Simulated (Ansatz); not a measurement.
Theory: Ansatz 0.2.0, DFT PBE, scalar-relativistic, plane waves, PAW. All cells share a 420 eV cutoff and Γ-centred k meshes spaced at most about 0.3 Å⁻¹ (about 0.25 or finer for metals, 2π included). No spin polarisation.

All energies are static (0 K, no zero-point motion).

Compare these two cells of Al4Cu, each relaxed at this level.

A.

```cif
data_structure
_symmetry_space_group_name_H-M 'P6_3/mmc'
_symmetry_Int_Tables_number 194
_cell_length_a 2.8362
_cell_length_b 2.8362
_cell_length_c 22.2321
_cell_angle_alpha 90.000
_cell_angle_beta 90.000
_cell_angle_gamma 120.000
_cell_volume 154.87
loop_
_atom_site_label
_atom_site_type_symbol
_atom_site_symmetry_multiplicity
_atom_site_Wyckoff_symbol
_atom_site_fract_x
_atom_site_fract_y
_atom_site_fract_z
_atom_site_occupancy
Al1 Al 4 f 0.33333 0.66667 0.84159 1
Al2 Al 4 f 0.33333 0.66667 0.05321 1
Cu1 Cu 2 c 0.33333 0.66667 0.25000 1
```

B.

```cif
data_structure
_symmetry_space_group_name_H-M 'I4/m'
_symmetry_Int_Tables_number 87
_cell_length_a 6.2218
_cell_length_b 6.2218
_cell_length_c 3.9883
_cell_angle_alpha 90.000
_cell_angle_beta 90.000
_cell_angle_gamma 90.000
_cell_volume 154.39
loop_
_atom_site_label
_atom_site_type_symbol
_atom_site_symmetry_multiplicity
_atom_site_Wyckoff_symbol
_atom_site_fract_x
_atom_site_fract_y
_atom_site_fract_z
_atom_site_occupancy
Al1 Al 8 h 0.79832 0.39409 0.50000 1
Cu1 Cu 2 b 0.00000 0.00000 0.50000 1
```

Question: Which form is favoured at zero pressure, and by what margin per atom?

Answer: B is lower, by 24 meV/atom. A has Al and Cu ordered on hcp sites, space group P6_3/mmc (No. 194), 15.5 Å³/atom and no gap on its mesh; B has Al and Cu ordered on fcc sites, space group I4/m (No. 87), 15.4 Å³/atom and no gap. In A, around Al on its first site lie 3 Cu at 2.61 Å and 9 Al at 2.84–2.86 Å; Al on its second site is surrounded by 12 Al at 2.84–2.88 Å; Cu is surrounded by 6 Al at 2.61 Å and 6 Cu at 2.84 Å. In B, around Al lie 9 Al at 2.75–2.83 Å and 3 Cu at 2.75–2.80 Å; Cu is surrounded by 12 Al at 2.75–2.80 Å. Both come from invented guesses. The lowest form computed isn't among them: it has Al and Cu ordered on fcc sites, space group I4/mmm (No. 139), 15.3 Å³/atom and lies 36 meV/atom below the best shown. Checks on B: no imaginary mode at Γ (other wave vectors untested).

The k mesh leaves some 4 meV/atom of noise in the energy of each metallic cell. Cells relaxed within their symmetry can be saddle points. Some structure types and database cells were kept out of the candidates from the start, so a known form may be missing.
